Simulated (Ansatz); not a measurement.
## The polar optical mode of CsI at 20 GPa, worked through

All numbers below come from DFT PBE, scalar-relativistic, plane waves, PAW (Ansatz 0.2.0). Plane waves to 420 eV; Γ-centred k mesh 6×6×6; fixed occupations. No spin polarisation. Phonons by linear response, acoustic sum rule imposed.

The cell, relaxed at 20 GPa:
```
Cs I
1.0
     3.90866    0.00000    0.00000
     0.00000    3.90866    0.00000
     0.00000    0.00000    3.90866
Cs I
1 1
Direct
  0.00000 0.00000 0.00000
  0.50000 0.50000 0.50000
```

Spin–orbit coupling is left out, which matters for heavy elements. Other phases may be more stable at this pressure. The run warned that the force constants aren't converged on this k mesh, so the frequencies and all that is formed from them are rough.

Linear response gives ν_TO = 148.3 cm⁻¹, Born charges ±1.353 e (positive on Cs) and ε∞ = 5.115. The primitive cell holds 59.715 Å³, and the masses are 132.905 and 126.904 amu.

Question: Find ν_LO and the static dielectric constant.

Answer: The long-wave field adds a restoring force: ω_LO² − ω_TO² = Z*²e²/(ε_vac ε∞ μV). In these units ν_LO² − ν_TO² = 4.92064×10⁷ Z*²/(μ V ε∞) cm⁻², with μ = m₁m₂/(m₁ + m₂) = 64.918 amu: 4539 cm⁻². So ν_LO = √(148.3² + 4539) = 162.9 cm⁻¹, and the run gives 162.8. Lyddane–Sachs–Teller then gives ε0 = ε∞ (ν_LO/ν_TO)² = 6.17, against 6.17 in the run (it forms both from the same three quantities, so the match checks the arithmetic only). Between ν_TO and ν_LO the dielectric function is negative and an undamped crystal reflects fully: a reststrahlen band from 61.4 to 67.4 μm.

Question: What do the Clausius–Mossotti polarisability and the Szigeti charge come to?

Answer: With the Lorentz local field, α = (3V/4π)(ε∞ − 1)/(ε∞ + 2) = 8.25 Å³ for the pair, and e_S = 3Z*/(ε∞ + 2) = 0.57 e. The Born charge includes the electrons' response to the dipole's own local field, and e_S takes that enhancement out. The Lorentz field assumes point-like polarisable ions, a poor picture once ε∞ is this large, since the electron clouds then overlap or are shared, so both numbers are formal here.

Question: How strongly does a slow electron couple to the LO mode?

Answer: For one isotropic parabolic band, Fröhlich's constant is α_F = (1/ε∞ − 1/ε0) √(m* Ry/ħω_LO), with Ry = 13.606 eV, ħω_LO = 20.2 meV and m* in free-electron masses: α_F = 0.0335 × 25.96 × √m* = 0.87 √m*. The band mass isn't part of this run; for m* = 0.1, 0.3 and 1 it gives 0.27, 0.48, 0.87. In weak coupling the polaron lies α_F ħω_LO below the band edge (10 meV at m* = 0.3) with a mass m*(1 + α_F/6); past α_F of about 5 or 6 that expansion fails. A semilocal functional's ε∞ tends to be too large, which taken alone lowers α_F.

Cost: 1 run of about 0.57 core-minutes, on Intel Xeon Platinum 8259CL (Skylake/Cascade Lake) (shared hosts).